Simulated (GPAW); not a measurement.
A run of GPAW 26.7.0 is set up as follows.

run.py

```python
from ase.calculators.mixing import SumCalculator
from ase.eos import EquationOfState
from ase.io import Trajectory, read
from ase.units import GPa
from dftd3.ase import DFTD3
from gpaw import GPAW, PW, setup_paths

setup_paths.insert(0, '.')

atoms = read('CaO.xyz')

traj = Trajectory('eos.traj', 'w')
volumes, energies = [], []
for x in [0.94, 0.96, 0.98, 1.0, 1.02, 1.04, 1.06]:
    a = atoms.copy()
    a.set_cell(atoms.cell * x**(1 / 3), scale_atoms=True)
    calc = GPAW(mode=PW(800),
                xc='PBEsol',
                kpts={'size': (8, 8, 8), 'gamma': True},
                occupations={'name': 'fermi-dirac', 'width': 0.05},
                nbands=16,
                convergence={'density': 1e-05, 'energy': 1e-05},
                maxiter=150,
                txt=f'eos-{x:.2f}.txt')
    a.calc = SumCalculator([calc, DFTD3(method='pbesol', damping='d3zero')])
    energies.append(a.get_potential_energy())
    volumes.append(a.get_volume())
    p = -a.get_stress()[:3].mean() / GPa
    calc.write(f'eos-{x:.2f}.gpw')
    traj.write(a)
    print(f'{x:.2f} {volumes[-1]:10.4f} A^3 {energies[-1]:14.6f} eV {p:9.3f} GPa', flush=True)

v0, e0, B = EquationOfState(volumes, energies, eos='birchmurnaghan').fit()
print(f'V0 = {v0:.4f} A^3, E0 = {e0:.6f} eV, B0 = {B / GPa:.2f} GPa')
```

The input CaO.xyz:

```xyz
2
Lattice="0.0000000000 2.4035556960 2.4035556960 2.4035556960 0.0000000000 2.4035556960 2.4035556960 2.4035556960 0.0000000000" Properties=species:S:1:pos:R:3 pbc="T T T"
Ca     0.0000000000      0.0000000000      0.0000000000
O      2.4035556960      2.4035556960      2.4035556960
```

Potentials or basis: PAW data sets generated in the run's folder for this functional, pw.

Command:

```console
$ gpaw-setup -f PBEsol Ca O
$ OMP_NUM_THREADS=1 python run.py
```

(1) Predict the equilibrium volume.

(2) Estimate the bulk modulus.

(3) What does it give for the pressure derivative of the bulk modulus?

Answers

(1) 13.39 Å³/atom.

(2) 120 GPa.

(3) 4.6.
